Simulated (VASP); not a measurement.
**K: single point with PBEsol**

K:

```xyz
1
Lattice="0.0000 2.5071 2.5071 2.5071 0.0000 2.5071 2.5071 2.5071 0.0000" Properties=species:S:1:pos:R:3 pbc="T T T"
K     0.0000    0.0000    0.0000
```

This isn't the form of K at room conditions, which is bcc.

* Program: VASP 6.6.1
* Task: single point
* Functional: PBEsol
* Potentials or basis: VASP PAW PBE potentials, release 64 (K_sv)
* Cutoff: 520 eV
* k mesh: 8 × 8 × 8
* Occupations: fermi-dirac, width 0.1 eV
* Spin: no spin polarisation

```yaml
Pressure: 12.6 GPa
Band_gap_on_the_k_mesh: none (metal or under the smearing width)
```

Levels at points of the mesh, in eV from the Fermi level:
```
           k point  band 3  band 4  band 5  band 6  band 7  band 8
(0.00, 0.00, 0.00)  -15.29  -15.29   -3.41    4.54    4.54    4.54
(0.50, 0.00, 0.00)  -15.40  -15.40   -0.07    1.66    4.20    4.20
(0.50, 0.50, 0.00)  -15.60  -15.60   -0.16    1.40    3.41    8.32
```

Run time: 10 s on 1 thread of AMD EPYC 9R14 (Zen 4), on a shared host, peak memory 0.12 GiB.

Caveat: the PAW data sets were made with another functional, which shifts forces and pressure a little.
